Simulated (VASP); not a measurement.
The system is Si.

```
Si
1.0
     3.79782    0.00000    0.00000
    -1.89891    3.28901    0.00000
     0.00000    0.00000    6.26960
Si
4
Cartesian
  1.8989 1.0963 0.3944
  0.0000 2.1927 3.5292
  1.8989 1.0963 2.7404
  0.0000 2.1927 5.8752
```

The cell was built by a generator and needn't be a form met in nature.

```yaml
Program: VASP 6.6.1
Task: relaxation of cell and atoms
Functional: PBEsol
Potentials_or_basis: VASP PAW PBE potentials, release 64 (Si)
Cutoff: 600 eV
k_mesh: 12 × 12 × 6
Occupations: gaussian, width 0.03 eV
Spin: no spin polarisation
```

At the start: pressure 2.4 GPa; volume 19.58 Å³/atom.

Question: Where does the relaxation end?

Answer: Over 3 steps the energy falls by 3.5 meV/atom and the volume is 20.06 Å³/atom (+2.4 %); space group P6_3/mmc (No. 194, to 0.05 Å).

The path:
```csv
step,energy change (eV),largest force (eV/Å),pressure (GPa),volume (Å³)
1,0.0000,0.0091,2.38,78.31
2,-0.0066,0.0008,-1.61,81.66
3,-0.0139,0.0050,0.00,80.22
```

Final structure:
```yaml
crystal:
  lattice:
    - [3.82704, 0.00000, 0.00000]
    - [-1.91352, 3.31432, 0.00000]
    - [0.00000, 0.00000, 6.32474]
  atoms:
    - { symbol: Si, position: [0.66667, 0.33333, 0.06294] }
    - { symbol: Si, position: [0.33333, 0.66667, 0.56294] }
    - { symbol: Si, position: [0.66667, 0.33333, 0.43706] }
    - { symbol: Si, position: [0.33333, 0.66667, 0.93706] }
```

Caveat: the PAW data sets were made with another functional, which shifts forces and pressure a little.
